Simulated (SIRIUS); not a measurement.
Li:

```
CELL_PARAMETERS angstrom
3.11100 0.00000 0.00000
-1.55550 2.69421 0.00000
0.00000 0.00000 5.09300
ATOMIC_POSITIONS crystal
Li 0.66667 0.33333 0.75000
Li 0.33333 0.66667 0.25000
```

This isn't the form of Li at room conditions, which is bcc.

```yaml
Program: SIRIUS 7.10.0
Task: single point
Functional: PBE
Potentials_or_basis: PseudoDojo 0.4.1 PBE standard (scalar relativistic)
Cutoff: 1030 eV
Density_cutoff: 4119 eV
k_mesh: 10 × 10 × 5
Occupations: fermi-dirac, width 0.05 eV
Spin: no spin polarisation
```

On this cell: pressure -0.7 GPa; largest force under 0.003 eV/Å; band gap on the k mesh none (metal or under the smearing width).

The same run follows on a disturbed copy (atoms moved at random, drawn with an rms of 0.05 Å):

```
CELL_PARAMETERS angstrom
3.11100 0.00000 0.00000
-1.55550 2.69421 0.00000
0.00000 0.00000 5.09300
ATOMIC_POSITIONS crystal
Li 0.66777 0.33675 0.75534
Li 0.33089 0.67143 0.24566
```

Q: What changes?

A: The energy (extrapolated to zero smearing) moves by +0.7 meV/atom; pressure -0.7 GPa; largest force 0.055 eV/Å; band gap on the k mesh none (metal or under the smearing width).

Forces in eV/Å, atoms in the order of the input:
```
Li  -0.002  0.001 -0.055
Li   0.002 -0.001  0.055
```

Stress tensor (GPa, compression positive):
```
-0.62  0.02  0.00
 0.02 -0.61  0.00
 0.00  0.00 -0.80
```
